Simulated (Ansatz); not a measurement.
# Germanium, fcc under PBE: ground state and equation of state

What does PBE give for germanium in the fcc structure? We relax it, solve it on a dense k-mesh, switch on spin-orbit coupling, then scale the cell to 7 volumes from 88 to 112 % of the relaxed one and try a fit of the equation of state. The k-meshes are 13×13×13 for the relaxation; 21×21×21 for the dense run; 13×13×13 for spin-orbit coupling; 14×14×14 for the volumes.

This is Ge in the fcc structure; at room conditions it is diamond.

Program: Ansatz 0.2.0. Level of theory: DFT PBE, plane waves (420 eV) with PAW, scalar-relativistic. These are calculated values, not measurements.

## (1) Starting point

The structure is cubic, space group Fm-3m (No. 225). Conventional cell: a = 4.253 Å, b = 4.253 Å, c = 4.253 Å, α = 90.00°, β = 90.00°, γ = 90.00°. Around Ge (site symmetry m-3m) lie 12 Ge at 3.01 Å.

As a file:

```xyz
1
Lattice="0.0000 2.1267 2.1267 2.1267 0.0000 2.1267 2.1267 2.1267 0.0000" Properties=species:S:1:pos:R:3 pbc="T T T"
Ge    0.0000    0.0000    0.0000
```

## (2) Geometry optimisation

input.yaml

```yaml
crystal:
  lattice:
    - [0.0, 2.1267354152, 2.1267354152]
    - [2.1267354152, 0.0, 2.1267354152]
    - [2.1267354152, 2.1267354152, 0.0]
  atoms:
    - { symbol: Ge, position: [0.0, 0.0, 0.0] }
hamiltonian:
  xc: pbe
  pseudopotentials:
    kind: paw
    azcp:
      Ge: "pseudopotentials/Ge.paw.azcp"
basis:
  ecutwfc: 420
  fft_grid_basis: typed
kpoints:
  mp_grid: { grid: [13, 13, 13], shift: [0, 0, 0] }
magnetization:
  spin_polarized: false
scf:
  occupations: { method: fermi_dirac, width: 0.1 }
relax:
  max_steps: 60
  f_tol: 0.01
  cell: {}
```

The run is started by

```
$ ansatz run input.yaml --threads 1 --pin off --max-ram 3584MiB --backend cpu --events-out ev --progress --plain --runs-dir out
```

Further steps of the session: The energy on a finer k-mesh; Spin-orbit coupling switched on; The cell scaled to 88 % of its volume; The cell scaled to 92 % of its volume; The cell scaled to 96 % of its volume; The cell scaled to 100 % of its volume; The cell scaled to 104 % of its volume; The cell scaled to 108 % of its volume; The cell scaled to 112 % of its volume.

**Question.** What will these runs give? Wanted: space group; conventional cell; volume; shortest distance; gap on the mesh; relative to diamond; V₀, B₀, B₀′.

The runs gave:

| quantity | value |
| --- | --- |
| space group (spins left aside) | Fm-3m (No. 225) |
| conventional cell | a = 4.277 Å |
| volume | 19.560 Å³/atom |
| shortest distance | 3.024 Å |
| gap on the mesh | none (levels filled in part) |
| relative to diamond | +329 meV/atom |
| V₀, B₀, B₀′ | 19.668 Å³/atom, 61 GPa, 3.7 |

What this shows: The relaxation enlarged the cell by 1.7 % in volume. Against the reference form of germanium (diamond, computed apart with the same settings) it stands 329 meV/atom higher, so it is far from stable. No gap shows: it is a metal or semimetal at this level. The total energy of the spin-orbit run (on a coarser mesh) lies -97 meV/atom from the scalar one; mesh and treatment of the core enter this figure, so it is no spin-orbit energy. B₀ comes out at 61 GPa. Relaxation kept the symmetry; phonons were not checked.
